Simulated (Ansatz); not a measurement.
The cell is a 12-atom cell of HfO2 started from a crystallographic database; cell and atoms were relaxed with r2SCAN. It is monoclinic, P2_1/c (No. 14); a = 5.114 Å, b = 5.181 Å, c = 5.295 Å, β = 99.5° in the conventional setting, 11.53 Å³ an atom. Hf is surrounded by 7 O at 2.04–2.25 Å; O is surrounded by 4 Hf at 2.14–2.25 Å; O is surrounded by 3 Hf at 2.04–2.14 Å.

```xyz
12
Lattice="5.1138 0.0000 -0.0057 0.0000 5.1815 0.0000 -0.8637 0.0000 5.2240" Properties=species:S:1:pos:R:3 pbc="T T T"
Hf    1.2325    0.2167    1.0860
Hf    3.4494    2.8075    1.5203
Hf    3.0175    4.9648    4.1323
Hf    0.8007    2.3740    3.6980
O     1.8773    3.9259    2.4972
O     2.8046    1.3352    0.1091
O     2.3728    1.2555    2.7211
O     1.4454    3.8463    5.1092
O     0.0618    1.7301    1.7962
O     4.6201    4.3209    0.8101
O     4.1883    3.4513    3.4221
O    -0.3701    0.8606    4.4082
```

3 runs of Ansatz on this cell differ in the functional (and in the settings that go with it). Levels are in eV from each run's valence top; v1 is the last filled band, c1 the first empty one.

Run A, mean stress +6.0 GPa (compression positive):
```tsv
point	v4	v3	v2	v1	c1	c2
Γ	-0.62	-0.62	-0.26	0.00	14.83	15.72
Z	-0.95	-0.95	-0.61	-0.61	15.55	15.55
D	-1.10	-1.10	-0.80	-0.80	15.58	15.58
B	-1.10	-1.10	-0.61	-0.61	15.20	15.20
```

Run B, mean stress 0.0 GPa (compression positive):
```tsv
point	v4	v3	v2	v1	c1	c2
Γ	-0.57	-0.54	-0.22	0.00	6.17	6.84
Z	-0.88	-0.88	-0.50	-0.50	6.71	6.71
D	-0.97	-0.97	-0.69	-0.69	6.67	6.67
B	-0.93	-0.93	-0.52	-0.52	6.43	6.43
```

Run C, mean stress +0.1 GPa (compression positive):
```tsv
point	v4	v3	v2	v1	c1	c2
Γ	-0.56	-0.54	-0.21	0.00	6.93	7.61
Z	-0.89	-0.89	-0.50	-0.50	7.48	7.48
D	-0.97	-0.97	-0.69	-0.69	7.44	7.44
B	-0.94	-0.94	-0.52	-0.52	7.20	7.20
```

Q: Match the runs to HSE06, PBE0, Hartree-Fock.

A: A is Hartree-Fock, B is HSE06, C is PBE0. In order of the gap: HSE06 5.69, PBE0 6.45, Hartree-Fock 14.39 eV.

The values are computed, spin-unpolarised, and not measurements.

No spin-orbit coupling is included; it can move band edges with weight on the heavy atoms by tenths of an eV.

The program warns that its thresholds are loose for a hybrid's stress.

The meshes of the hybrids are coarse, so their gaps aren't converged to the digits shown.
